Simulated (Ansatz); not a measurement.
# CoO (P-6m2) in Ansatz: equation of state

Aim: energy against volume of CoO in PBE, for its equilibrium volume and stiffness.

Program: Ansatz 0.2.0. These are calculated values, not measurements. Logs are shortened: lines on timing, memory, paths and dates and some standing lists are left out, and cuts for length are marked.

## 1. The crystal as given

The structure is hexagonal, space group P-6m2 (No. 187). Conventional cell: a = 2.828 Å, b = 2.828 Å, c = 2.722 Å, α = 90.00°, β = 90.00°, γ = 120.00°. Around Co (site symmetry -6m2) lie 6 O at 2.13 Å. O (site symmetry -6m2) is surrounded by 6 Co at 2.13 Å.

The cell was built by a generator and needn't be a form met in nature.

## 2. Single point, PBE, collinear spin, ferromagnetic start, 8.86 Å³/atom (volume scaled by 0.94)

File input.yaml:

```yaml
crystal:
  lattice:
    - [2.7707103292, 0.0, 0.0]
    - [-1.3853600625, 2.3995059692, 0.0]
    - [0.0, 0.0, 2.6661591038]
  atoms:
    - { symbol: Co, position: [0.0, 0.0, 0.5], spin: 2.0 }
    - { symbol: O, position: [0.66667, 0.33333, 0.0] }
hamiltonian:
  xc: pbe
  pseudopotentials: { kind: paw }
magnetization:
  spin_polarized: true
kpoints:
  mp_grid: { grid: [11, 11, 10] }
scf:
  occupations: { method: fermi_dirac, width: 0.05 }
output:
  forces: true
  stress: true
  eigenvalues: true
  write_density: true
  write_potential: true
  elf: true
  volumetric_format: npy
```

Potentials or basis: Ansatz PAW.

Command:

```bash
> ansatz run input.yaml --threads 2 --pin off --max-ram 5632MiB --backend cpu --events-out ev --progress --plain --runs-dir out
```

What it wrote:

```text
Warning: the atoms were moved onto the symmetric positions of the space group found under crystal.symmetry.tolerance 1.0e-5 (fractional; no operation is sought that the atoms, as they stand in a round, miss by more than twice it, and no atom is moved by as much as it), and the run uses the moved positions. Before a round's move an operation carried an atom to 1.39e-5 Å from where it should land, the largest such distance. Atom 1 (counting from 0) moved farthest, by 1.60e-5 Å; the longest move in fractions of the cell, of whichever atom, is 0.47 of the tolerance, in 1 round. To run the atoms as typed, lower crystal.symmetry.tolerance until the operations that they miss are no longer found, or set crystal.symmetry.detect: false (a key that needs symmetry detection or time reversal refuses this as the deck is read). The positions used, in the order of the run's atom list: position: [5.5510939473021013e-17, -1.8503646491007004e-17, 0.5]; position: [0.6666666666666667, 0.3333333333333333, 0.0]; The lattice was moved too: crystal.lattice, of which some number shows no typed digit to judge by, misses the space group found at crystal.symmetry.tolerance 1.0e-5 by more than rounding, which is why this is a warning: the operation that it misses by the most changes a squared length by the fraction 4.08e-6, and from 1e-6 on that is taken for a strain and not for rounding. The run uses the lattice that is a stretch of the typed one, with no rotation, onto the one that keeps every operation to a double's rounding (on a very oblique basis the stretch itself rounds by more); the deck's lattice vector that moved farthest moved by 2.84e-6 Å. To run the lattice as typed, set crystal.symmetry.tolerance under 1.72e-6, the least fraction by which an operation that the lattice misses changes a squared length (the same key also sets how far an atom may lie from its image, so lowering it can lose operations that the atoms keep only within it), or set crystal.symmetry.detect: false, as for the atoms. crystal.lattice made exact, in Å and degrees: [[2.7707105818411883, 2.827803883508985e-6, 0.0], [-1.385357739870594, 2.39950433650689, 0.0], [0.0, 0.0, 2.6661591038]]. Pasted over the deck's crystal.lattice, beside positions in fractional coordinates, it runs the same cell (given as lengths and angles, that cell in the form's own orientation, a rigid turn of the misfit's size from the one run here, for which a checkpoint.post_process_only pass over this run's state can be refused: where this run relaxes nothing, give such a pass this deck's own crystal.lattice, as typed; behind a relaxation, as crystal.lattice, the state's own cell, identity.cell in its checkpoint.json), and a matrix so pasted ends this notice, except on a very skew basis of the lattice, where the rounding of the pasted numbers themselves can read as a misfit: the cell is then moved again, and that move is told again. The lattice as run is in this notice's lattice.as_run_ang field (Run.prep()["deck_notices"] in Python, the deck_notice line of an events file, deck_notices of ansatz run --dry-run=json, or deck_notices in record.json in the deck's checkpoint.write directory).
Warning: RAYON_NUM_THREADS=2 ignored (pool sized by the plan → 2); use --threads N
Engine: ansatz 0.2.0, x86_64-unknown-linux-gnu
Pseudopotentials: kind: paw
Pseudopotential: Co, paw, valence charge 17, recommended cutoff 420 eV (normal), Co.paw.azcp
Pseudopotential: O, paw, valence charge 6, recommended cutoff 420 eV (normal), O.paw.azcp
Functional definition: PBE
  parameter kappa = 0.804
  parameter beta = 0.06672455060314922
  exchange = pbe_x(kappa = kappa, mu = beta*pi^2/3)
  correlation = pbe_c(beta = beta)
Crystal: 2 atoms, lattice volume = 17.726 Å³
Basis set: ecut = 420 eV, 345 PW (Γ), exchange–correlation on 40×40×36 points (8 copies of the dense FFT grid, shifted against one another)
Bands: 17, of which v1, the nominal top of the filled ones, is band 12 counted from 1 (11 counted from 0)
Symmetry: 12 space group operations
Space group: P-6m2 (ITA 187), of the structure as read, at distance tolerance 2.6e-5 Å
Magnetic group: BNS 187.209 (UNI 1439), of the structure as read, at distance tolerance 2.6e-5 Å
k-points: 96 of 1210 (time reversal used)
Non-local potential: Co, projectors of the file, l = 0: 3, l = 1: 2, l = 2: 3, l = 3: 1
Non-local potential: O, projectors of the file, l = 0: 2, l = 1: 2, l = 2: 1
PAW form: soft (Blöchl's): semilocal exchange-correlation on the pseudo side does not see the compensation charge
PAW one-centre angular grid: Co, 590 points (default); XC on 64 Gauss nodes
PAW one-centre angular grid: O, 110 points (default); XC on 64 Gauss nodes
Initial density: superposition of atomic densities (chi_scale 0.1, normalization cell, long waves kept (reshape's long-wave potential 0.00 eV rms))
Starting moments: Σ|m| = 2 μB on 1 of 2 sites
Initial wavefunctions: pseudopotential atomic-orbital guess
Functional: x = pbe(κ = 0.804, μ = 0.2195149727645171), c = pbe(β = 0.06672455060314922)
SCF iter   1: F=—  HF=-5690.677653 eV  |F-HF|=—  |Δ(HF+E_count)|=         —  Δρ=1.16e-1 (↑1.16e-1 ↓8.41e-2)  dr2=4.80e0  dr2_m=2.40e-1  M=2.226 μB ∫|m|=2.232 μB  β_m=0.30  ethr=3.10e-3  ⟨swp⟩=5.6  Hψ=14204  notcnv=0
Mixer restart at iter 1: flushing history
preconditioner: auto → none  [metal: Δε(μ)=0.001 eV  Ē_g=14.282 eV  σ=0.050 eV  W_gap=0.00  n_scr=8 (ndim 8)  ℏωp=34.2 eV  f_vac=0.000  D(μ)=4.52/eV (n_scr^D=82)  sad-step TF]
SCF iter   2: F=—  HF=-5691.604293 eV  |F-HF|=—  |Δ(HF+E_count)|=   9.27e-1  Δρ=1.01e-1 (↑1.01e-1 ↓7.77e-2)  dr2=4.33e-1  dr2_m=1.20e0  M=2.832 μB ∫|m|=2.845 μB  β_m=0.41  ethr=3.10e-3  ⟨swp⟩=3.2  Hψ=7694  notcnv=0  defer=36
SCF iter   3: F=—  HF=-5691.949895 eV  |F-HF|=—  |Δ(HF+E_count)|=   3.46e-1  Δρ=8.83e-2 (↑6.13e-2 ↓8.83e-2)  dr2=1.76e-1  dr2_m=8.39e-1  M=2.998 μB ∫|m|=3.022 μB  β_m=0.70  ethr=1.88e-3  ⟨swp⟩=2.2  Hψ=5936  notcnv=0  defer=44
SCF iter   4: F=—  HF=-5691.930906 eV  |F-HF|=—  |Δ(HF+E_count)|=         —  Δρ=3.09e-2 (↑2.93e-2 ↓3.09e-2)  dr2=2.25e-3  dr2_m=1.46e-1  M=2.996 μB ∫|m|=3.036 μB  β_m=0.70  ethr=7.65e-4  ⟨swp⟩=2.1  Hψ=6677  notcnv=0  defer=43
Mixer restart at iter 4: flushing history
SCF iter   5: F=—  HF=-5691.946005 eV  |F-HF|=—  |Δ(HF+E_count)|=   1.51e-2  Δρ=1.17e-2 (↑1.17e-2 ↓9.64e-3)  dr2=2.38e-3  dr2_m=1.80e-2  M=2.999 μB ∫|m|=3.044 μB  β_m=0.85  ethr=9.79e-6  ⟨swp⟩=2.0  Hψ=6231  notcnv=0  defer=43
SCF iter   6: F=—  HF=-5691.953255 eV  |F-HF|=—  |Δ(HF+E_count)|=   7.25e-3  Δρ=5.39e-3 (↑3.32e-3 ↓5.39e-3)  dr2=9.32e-3  dr2_m=2.13e-4  M=2.999 μB ∫|m|=3.048 μB  β_m=0.66  ethr=9.79e-6  ⟨swp⟩=2.1  Hψ=5784  notcnv=0  defer=43
SCF iter   7: F=—  HF=-5691.951705 eV  |F-HF|=—  |Δ(HF+E_count)|=   1.55e-3  Δρ=1.37e-3 (↑1.23e-3 ↓1.37e-3)  dr2=5.17e-4  dr2_m=4.28e-5  M=2.999 μB ∫|m|=3.049 μB  β_m=0.60  ethr=9.79e-6  ⟨swp⟩=2.0  Hψ=6989  notcnv=0  defer=60
SCF iter   8: F=—  HF=-5691.951670 eV  |F-HF|=—  |Δ(HF+E_count)|=   3.44e-5  Δρ=8.82e-4 (↑5.29e-4 ↓8.82e-4)  dr2=9.65e-5  dr2_m=3.37e-5  M=2.999 μB ∫|m|=3.049 μB  β_m=0.64  ethr=2.25e-6  ⟨swp⟩=2.3  Hψ=5528  notcnv=0  defer=60
SCF iter   9: F=—  HF=-5691.951688 eV  |F-HF|=—  |Δ(HF+E_count)|=   1.77e-5  Δρ=3.15e-4 (↑9.45e-5 ↓3.15e-4)  dr2=3.24e-6  dr2_m=4.62e-6  M=2.999 μB ∫|m|=3.049 μB  β_m=0.82  ethr=4.20e-7  ⟨swp⟩=2.3  Hψ=4606  notcnv=0  defer=60
SCF iter  10: F=—  HF=-5691.951700 eV  |F-HF|=—  |Δ(HF+E_count)|=   1.25e-5  Δρ=1.36e-4 (↑1.70e-5 ↓1.36e-4)  dr2=7.42e-7  dr2_m=7.59e-7  M=2.999 μB ∫|m|=3.049 μB  β_m=0.91  ethr=1.41e-8  ⟨swp⟩=2.0  Hψ=5454  notcnv=0  defer=60
SCF iter  11: F=—  HF=-5691.951703 eV  |F-HF|=—  |Δ(HF+E_count)|=   2.22e-6  Δρ=3.19e-5 (↑8.07e-6 ↓3.19e-5)  dr2=4.98e-8  dr2_m=4.32e-8  M=2.999 μB ∫|m|=3.049 μB  β_m=0.96  ethr=3.23e-9  ⟨swp⟩=2.0  Hψ=5501  notcnv=0  defer=60
SCF iter  12: F=-5691.951703 eV  HF=-5691.951703 eV  |F-HF|=5.49e-9  |Δ(HF+E_count)|=   8.76e-8  Δρ=1.44e-5 (↑1.13e-6 ↓1.44e-5)  dr2=1.10e-8  dr2_m=8.07e-9  M=2.999 μB ∫|m|=3.049 μB  ethr=2.17e-10  ⟨swp⟩=6.4  Hψ=19141  notcnv=0
SCF 1 converged in 12 iterations: F = -5691.951703 eV  dr2 = 1.10e-8
SCF converged after 12 iterations
Magnetization: 2.9990 μB (12.9995 up, 10.0005 down)
Absolute magnetization: 3.0494 μB (∫|ρ↑−ρ↓|, with the PAW one-centre terms)
Spin contamination: 0.0115 ħ² per cell (⟨S²⟩ above its minimum at these occupations)
Per-site moments (μB) at R_I (Å): [(2.4829748449418987, 0.8589560311833643), (0.4336670719736191, 0.8589560311833643)]
Free energy (F): -5691.951703 eV
Harris-Foulkes:  -5691.951703 eV  (|F-HF|=5.49e-9)
Internal energy: -5691.927668 eV  (E = F + TS)
E sigma→0 (E₀):  -5691.939685 eV
Entropy (-TS):   -0.024035 eV (-12.017 meV/atom)
Fermi energy:    15.655917 eV
--- Per-component energies (eV) ---
  E_band       = -274.544573
  E_kinetic    = 620.947579
  E_local      = -3324.412371  (includes V_loc(G=0)·N_el)
  E_nonlocal   = 512.279153
  E_hartree    = 1369.695723
  E_xc         = -229.930159
  E_vxc        = -295.631877  (∫ρ·V_xc dr)
  E_paw        = -1675.891686  (= ΣΔE_a)
  E_vpaw       = -527.118966  (= ΣTr[D̂ρ^β])
  E_aug_tail   = 0.002380  (compensation charges beyond the density's cutoff)
  E_ewald      = -2964.618287
  E_smearing   = -0.024035  (= −TS)
  E_closure    = 0.000000  (closes the sum)
  Σ components = -5691.951703   (vs F -5691.951703, Δ=0.00e0)
--- Forces (eV/Å), atoms counted from 1 ---
  atom   1  Co    -0.00000000    -0.00000000     0.00000000
  atom   2  O     -0.00000000     0.00000000     0.00000000
  max |Σ_I F_I| component: 8.33e-17 eV/Å
--- Stress (GPa, compression-positive) ---
       12.315213      -0.000000       0.000000
       -0.000000      12.315213       0.000000
        0.000000       0.000000      16.079570
  P = ⅓ Tr σ = 13.5700 GPa (135.700 kbar)
--- Band table (eV; the first three rows and the last of 192) ---
  k-point 0 ↑: bands = ["-81.6159", "-45.0628", "-44.7457", "-44.7457", "-5.5400", "10.2820", "10.2820", "10.9500", "11.6384", "12.7150", "12.7150", "14.6205", "14.6205", "16.5792", "30.4920", "32.1172", "32.1172"]
  k-point 1 ↑: bands = ["-81.6152", "-45.0708", "-44.7450", "-44.7450", "-5.4411", "10.2218", "10.3326", "10.3326", "11.9075", "12.6087", "12.6087", "14.6419", "14.6419", "17.1094", "30.0586", "32.3727", "32.3727"]
  k-point 2 ↑: bands = ["-81.6134", "-45.0915", "-44.7432", "-44.7432", "-5.1690", "8.8762", "10.4595", "10.4595", "12.3339", "12.3873", "12.3873", "14.6455", "14.6455", "18.2760", "28.6677", "33.1317", "33.1317"]
  k-point 95 ↓: bands = ["-78.5302", "-41.9616", "-41.8975", "-41.8807", "-2.7107", "8.7399", "8.9237", "10.5190", "14.3963", "15.8135", "16.0236", "16.7999", "18.1040", "22.0075", "25.0686", "28.7036", "30.4390"]
```

Wall time 3 s (2 threads of Intel Xeon 6975P-C (Granite Rapids), shared host); peak memory 0.42 GiB.

What came out:

```
Free energy            : -5691.9517 eV
Pressure               : 13.6 GPa
Band gap on the k mesh : none (metal or under the smearing width)
Net moment             : 3.00 μB per cell
Absolute moment        : 3.05 μB per cell
Site moments           : Co +2.48; O +0.43 μB
```

Caveat: the pressure holds a Pulay correction of +0.8 GPa for the finite cutoff; a cell with one magnetic atom can't hold antiferromagnetic order, which such compounds often take; semilocal functionals often make such compounds metallic where correlation or magnetic order opens a gap, which also shifts bond lengths.

## 3. Single point, PBE, collinear spin, ferromagnetic start, 9.05 Å³/atom (volume scaled by 0.96)

input.yaml: that of step 2 with these lines changed.

```diff
@@ -2,5 +2,5 @@
   lattice:
-    - [2.7707103292, 0.0, 0.0]
-    - [-1.3853600625, 2.3995059692, 0.0]
-    - [0.0, 0.0, 2.6661591038]
+    - [2.7902230167, 0.0, 0.0]
+    - [-1.3951164408, 2.4164044553, 0.0]
+    - [0.0, 0.0, 2.6849354908]
   atoms:
```

Potentials or basis: Ansatz PAW.

Command:

```bash
> ansatz run input.yaml --threads 2 --pin off --max-ram 5632MiB --backend cpu --events-out ev --progress --plain --runs-dir out
```

Run time: 3.1 s. Hardware: 2 threads of Intel Xeon 6975P-C (Granite Rapids), shared host; peak memory 0.42 GiB.

Results (log left out):

| Item | Value |
| --- | --- |
| Free energy | -5691.9776 eV |
| Pressure | 8.5 GPa |
| Band gap on the k mesh | none (metal or under the smearing width) |
| Net moment | 3.00 μB per cell |
| Absolute moment | 3.05 μB per cell |
| Site moments | Co +2.49; O +0.43 μB |

Caveat: the pressure holds a Pulay correction of +0.8 GPa for the finite cutoff; a cell with one magnetic atom can't hold antiferromagnetic order, which such compounds often take; semilocal functionals often make such compounds metallic where correlation or magnetic order opens a gap, which also shifts bond lengths.

## 4. Single point, PBE, collinear spin, ferromagnetic start, 9.24 Å³/atom (volume scaled by 0.98)

input.yaml: that of step 3 with these lines changed.

```diff
@@ -2,5 +2,5 @@
   lattice:
-    - [2.7902230167, 0.0, 0.0]
-    - [-1.3951164408, 2.4164044553, 0.0]
-    - [0.0, 0.0, 2.6849354908]
+    - [2.8094665421, 0.0, 0.0]
+    - [-1.4047382375, 2.4330698402, 0.0]
+    - [0.0, 0.0, 2.7034528724]
   atoms:
```

Command:

```bash
> ansatz run input.yaml --threads 2 --pin off --max-ram 5632MiB --backend cpu --events-out ev --progress --plain --runs-dir out
```

It took 3.3 s on 2 threads of Intel Xeon 6975P-C (Granite Rapids), shared host; peak memory 0.43 GiB.

The run converged. Its results:

* Free energy: -5691.9924 eV
* Pressure: 4.1 GPa
* Band gap on the k mesh: none (metal or under the smearing width)
* Net moment: 3.00 μB per cell
* Absolute moment: 3.05 μB per cell
* Site moments: Co +2.50; O +0.43 μB

Caveat: the pressure holds a Pulay correction of +0.8 GPa for the finite cutoff; a cell with one magnetic atom can't hold antiferromagnetic order, which such compounds often take; semilocal functionals often make such compounds metallic where correlation or magnetic order opens a gap, which also shifts bond lengths.

## 5. Single point, PBE, collinear spin, ferromagnetic start, 9.43 Å³/atom

input.yaml: that of step 4 with these lines changed.

```diff
@@ -2,5 +2,5 @@
   lattice:
-    - [2.8094665421, 0.0, 0.0]
-    - [-1.4047382375, 2.4330698402, 0.0]
-    - [0.0, 0.0, 2.7034528724]
+    - [2.82845, 0.0, 0.0]
+    - [-1.41423, 2.44951, 0.0]
+    - [0.0, 0.0, 2.72172]
   atoms:
@@ -21,5 +21 @@
   eigenvalues: true
-  write_density: true
-  write_potential: true
-  elf: true
-  volumetric_format: npy
```

Command:

```bash
> ansatz run input.yaml --threads 2 --pin off --max-ram 5632MiB --backend cpu --events-out ev --progress --plain --runs-dir out
```

Run time: 2.9 s. Hardware: 2 threads of Intel Xeon 6975P-C (Granite Rapids), shared host; peak memory 0.44 GiB.

Results (log left out):

```
Free energy            : -5691.9970 eV
Pressure               : 0.1 GPa
Band gap on the k mesh : none (metal or under the smearing width)
Net moment             : 3.00 μB per cell
Absolute moment        : 3.05 μB per cell
Site moments           : Co +2.50; O +0.42 μB
```

Caveat: the pressure holds a Pulay correction of +0.7 GPa for the finite cutoff; a cell with one magnetic atom can't hold antiferromagnetic order, which such compounds often take; semilocal functionals often make such compounds metallic where correlation or magnetic order opens a gap, which also shifts bond lengths.

## 6. Single point, PBE, collinear spin, ferromagnetic start, 9.62 Å³/atom (volume scaled by 1.02)

input.yaml: that of step 5 with these lines changed.

```diff
@@ -2,5 +2,5 @@
   lattice:
-    - [2.82845, 0.0, 0.0]
-    - [-1.41423, 2.44951, 0.0]
-    - [0.0, 0.0, 2.72172]
+    - [2.8471820029, 0.0, 0.0]
+    - [-1.4235960345, 2.4657323933, 0.0]
+    - [0.0, 0.0, 2.7397451611]
   atoms:
@@ -21 +21,5 @@
   eigenvalues: true
+  write_density: true
+  write_potential: true
+  elf: true
+  volumetric_format: npy
```

Potentials or basis: Ansatz PAW.

Command:

```bash
> ansatz run input.yaml --threads 2 --pin off --max-ram 5632MiB --backend cpu --events-out ev --progress --plain --runs-dir out
```

It took 3.5 s on 2 threads of Intel Xeon 6975P-C (Granite Rapids), shared host; peak memory 0.41 GiB.

It converged, with:

| Quantity | Value |
| --- | --- |
| Free energy | -5691.9930 eV |
| Pressure | -3.5 GPa |
| Band gap on the k mesh | none (metal or under the smearing width) |
| Net moment | 3.00 μB per cell |
| Absolute moment | 3.05 μB per cell |
| Site moments | Co +2.51; O +0.42 μB |

Caveat: the pressure holds a Pulay correction of +0.7 GPa for the finite cutoff; a cell with one magnetic atom can't hold antiferromagnetic order, which such compounds often take; semilocal functionals often make such compounds metallic where correlation or magnetic order opens a gap, which also shifts bond lengths.

## 7. Single point, PBE, collinear spin, ferromagnetic start, 9.81 Å³/atom (volume scaled by 1.04)

input.yaml: that of step 6 with these lines changed.

```diff
@@ -2,5 +2,5 @@
   lattice:
-    - [2.8471820029, 0.0, 0.0]
-    - [-1.4235960345, 2.4657323933, 0.0]
-    - [0.0, 0.0, 2.7397451611]
+    - [2.8656707157, 0.0, 0.0]
+    - [-1.4328404237, 2.4817440913, 0.0]
+    - [0.0, 0.0, 2.7575362126]
   atoms:
```

Command:

```bash
> ansatz run input.yaml --threads 2 --pin off --max-ram 5632MiB --backend cpu --events-out ev --progress --plain --runs-dir out
```

Run time: 3.6 s. Hardware: 2 threads of Intel Xeon 6975P-C (Granite Rapids), shared host; peak memory 0.43 GiB.

The run converged. Its results:

| Item | Value |
| --- | --- |
| Free energy | -5691.9809 eV |
| Pressure | -6.7 GPa |
| Band gap on the k mesh | none (metal or under the smearing width) |
| Net moment | 3.00 μB per cell |
| Absolute moment | 3.05 μB per cell |
| Site moments | Co +2.51; O +0.41 μB |

Caveat: the pressure holds a Pulay correction of +0.7 GPa for the finite cutoff; a cell with one magnetic atom can't hold antiferromagnetic order, which such compounds often take; semilocal functionals often make such compounds metallic where correlation or magnetic order opens a gap, which also shifts bond lengths.

## 8. Single point, PBE, collinear spin, ferromagnetic start, 9.99 Å³/atom (volume scaled by 1.06)

input.yaml: that of step 7 with these lines changed.

```diff
@@ -2,5 +2,5 @@
   lattice:
-    - [2.8656707157, 0.0, 0.0]
-    - [-1.4328404237, 2.4817440913, 0.0]
-    - [0.0, 0.0, 2.7575362126]
+    - [2.8839238876, 0.0, 0.0]
+    - [-1.4419670419, 2.4975518047, 0.0]
+    - [0.0, 0.0, 2.775100611]
   atoms:
@@ -21,5 +21 @@
   eigenvalues: true
-  write_density: true
-  write_potential: true
-  elf: true
-  volumetric_format: npy
```

Command:

```bash
> ansatz run input.yaml --threads 2 --pin off --max-ram 5632MiB --backend cpu --events-out ev --progress --plain --runs-dir out
```

Wall time 3.5 s (2 threads of Intel Xeon 6975P-C (Granite Rapids), shared host); peak memory 0.45 GiB.

Results (log left out):

- Free energy: -5691.9618 eV
- Pressure: -9.5 GPa
- Band gap on the k mesh: none (metal or under the smearing width)
- Net moment: 3.00 μB per cell
- Absolute moment: 3.05 μB per cell
- Site moments: Co +2.52; O +0.41 μB

Caveat: the pressure holds a Pulay correction of +0.7 GPa for the finite cutoff; a cell with one magnetic atom can't hold antiferromagnetic order, which such compounds often take; semilocal functionals often make such compounds metallic where correlation or magnetic order opens a gap, which also shifts bond lengths.

## 9. Equation of state, PBE, collinear spin, ferromagnetic start

Potentials or basis: Ansatz PAW.

No new run: the results of the series are fitted here.

What came out:

```
Equilibrium volume                        : 9.43 Å³/atom
Bulk modulus at fixed shape and positions : 188 GPa
Pressure derivative of the bulk modulus   : 4.7
```

Energy against volume, from the lowest point:
```
volume (Å³/atom)  energy (meV/atom)
           8.863              22.66
           9.051               9.70
           9.240               2.33
           9.428               0.00
           9.617               2.00
           9.806               8.06
           9.994              17.63
```

Caveat: the cell was scaled at fixed shape and fractional positions, which overstates the stiffness of a crystal with free parameters, most of all of layers and chains.
